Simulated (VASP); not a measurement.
Computed with r2SCAN meta-GGA, VASP's PBE PAW potentials (set 64) (plane waves; VASP).

VASP input:

File KPOINTS_OPT:
```
k-points along high-symmetry lines
10
Line-mode
Reciprocal
  0.000000   0.000000   0.000000 ! GAMMA
  0.500000  -0.000000   0.500000 ! X

  0.500000  -0.000000   0.500000 ! X
  0.625000   0.250000   0.625000 ! U

  0.375000   0.375000   0.750000 ! K
  0.000000   0.000000   0.000000 ! GAMMA

  0.000000   0.000000   0.000000 ! GAMMA
  0.500000   0.500000   0.500000 ! L

  0.500000   0.500000   0.500000 ! L
  0.500000   0.250000   0.750000 ! W

  0.500000   0.250000   0.750000 ! W
  0.500000  -0.000000   0.500000 ! X
```

KPOINTS:
```
Automatic mesh
0
Gamma
8 8 8
0 0 0
```

### INCAR
```
! general
SYSTEM  = CaF2
PREC    = Accurate
ENCUT   = 520
LREAL   = .FALSE.
LASPH   = .TRUE.

! electronic loop
EDIFF   = 1E-7
NELM    = 100
ALGO    = Normal
LMIXTAU = .TRUE.

! smearing
ISMEAR  = -5

! functional
METAGGA = R2SCAN

! ions
ISIF    = 2

! output
LWAVE   = .FALSE.
LCHARG  = .FALSE.
LORBIT  = 11
NEDOS   = 601

! other
LEFG    = .TRUE.
```

**POSCAR**
```
CaF2
1.0
  0.0000000000   2.7267856028   2.7267856028
  2.7267856028   0.0000000000   2.7267856028
  2.7267856028   2.7267856028   0.0000000000
Ca F
1 2
direct
  1.0000000000   1.0000000000   0.0000000000
  0.2500000000   0.2500000000   0.2500000000
  0.7500000000   0.7500000000   0.7500000000
```

POTCAR, in this order: Ca_sv F (PBE.64 set). Program: vasp_std.

Output

OSZICAR:
```
       N       E                     dE             d eps       ncg     rms          rms(c)
DAV:   1     0.216624994491E+03    0.21662E+03   -0.14166E+04   928   0.155E+03
DAV:   2    -0.236919669903E+02   -0.24032E+03   -0.23833E+03  1176   0.412E+02
DAV:   3    -0.333945857135E+02   -0.97026E+01   -0.96905E+01  1160   0.918E+01
DAV:   4    -0.337625278416E+02   -0.36794E+00   -0.36784E+00  1488   0.131E+01
DAV:   5    -0.337651250891E+02   -0.25972E-02   -0.25972E-02  1152   0.123E+00    0.703E+00
DAV:   6    -0.262258943434E+02    0.75392E+01   -0.36848E+00  1264   0.191E+01    0.311E+00
DAV:   7    -0.263668035789E+02   -0.14091E+00   -0.23918E+00   928   0.158E+01    0.238E+00
DAV:   8    -0.258212804769E+02    0.54552E+00   -0.62933E-01   928   0.100E+01    0.121E+00
DAV:   9    -0.255507762262E+02    0.27050E+00   -0.56269E-01  1056   0.697E+00    0.123E+00
DAV:  10    -0.259548164538E+02   -0.40404E+00   -0.61413E-01  1072   0.734E+00    0.430E-01
DAV:  11    -0.259367117422E+02    0.18105E-01   -0.13519E-02  1168   0.142E+00    0.386E-01
DAV:  12    -0.259484225584E+02   -0.11711E-01   -0.16339E-02   944   0.133E+00    0.644E-02
DAV:  13    -0.259494060612E+02   -0.98350E-03   -0.19965E-03  1176   0.440E-01    0.315E-02
DAV:  14    -0.259496048192E+02   -0.19876E-03   -0.99729E-05  1328   0.103E-01    0.405E-02
DAV:  15    -0.259490480572E+02    0.55676E-03   -0.11836E-04   944   0.111E-01    0.163E-02
DAV:  16    -0.259495692163E+02   -0.52116E-03   -0.18552E-04   952   0.186E-01    0.133E-02
DAV:  17    -0.259495574314E+02    0.11785E-04   -0.30180E-05  1056   0.560E-02    0.835E-03
DAV:  18    -0.259495701676E+02   -0.12736E-04   -0.63259E-06  1104   0.300E-02    0.396E-03
DAV:  19    -0.259495733498E+02   -0.31821E-05   -0.12951E-06  1136   0.137E-02    0.210E-03
DAV:  20    -0.259495737386E+02   -0.38881E-06   -0.20547E-07   856   0.548E-03    0.142E-03
DAV:  21    -0.259495736939E+02    0.44648E-07   -0.26520E-07   968   0.510E-03
   1 F= -.25949574E+02 E0= -.25949574E+02  d E =0.000000E+00
       N       E                     dE             ncg
       N       E                     dE             ncg
       N       E                     dE             ncg
```

File OUTCAR:
```
------------------------ aborting loop because EDIFF is reached ----------------------------------------
  FORCE on cell =-STRESS in cart. coord.  units (eV):
  Direction    XX          YY          ZZ          XY          YZ          ZX
  --------------------------------------------------------------------------------------
  Total       -0.0313141     -0.0313141     -0.0313141      0.0000000      0.0000000     -0.0000000
  in kB       -1.2372780     -1.2372780     -1.2372780      0.0000000      0.0000000     -0.0000000
  external PRESSURE =      -1.2372780 kB  Pullay stress =       0.0000000 kB
  volume of cell :       40.55
      direct lattice vectors                 reciprocal lattice vectors
     0.000000000  2.726785603  2.726785603    -0.183366085  0.183366085  0.183366085
     2.726785603  0.000000000  2.726785603     0.183366085 -0.183366085  0.183366085
     2.726785603  2.726785603  0.000000000     0.183366085  0.183366085 -0.183366085
 POSITION                                       TOTAL-FORCE (eV/Angst)
 -----------------------------------------------------------------------------------
      0.00000      0.00000      0.00000         0.000000     -0.000000      0.000000
      1.36339      1.36339      1.36339        -0.000000     -0.000000     -0.000000
      4.09018      4.09018      4.09018         0.000000      0.000000      0.000000
 -----------------------------------------------------------------------------------
    total drift:                                0.000000     -0.000000      0.000000
  FREE ENERGIE OF THE ION-ELECTRON SYSTEM (eV)
  ---------------------------------------------------
  free  energy   TOTEN  =       -25.9495736939 eV

  energy  without entropy=      -25.9495736939  energy(sigma->0) =      -25.94957369

 total charge

# of ion       s       p       d       tot
------------------------------------------
    1        2.018   5.871   0.198   8.086
    2        1.737   4.418   0.000   6.155
    3        1.737   4.418   0.000   6.155
--------------------------------------------------
tot          5.492  14.706   0.198  20.396
```
(Selected blocks of OUTCAR.)

The compound is CaF2 in the fluorite structure. It was relaxed first.
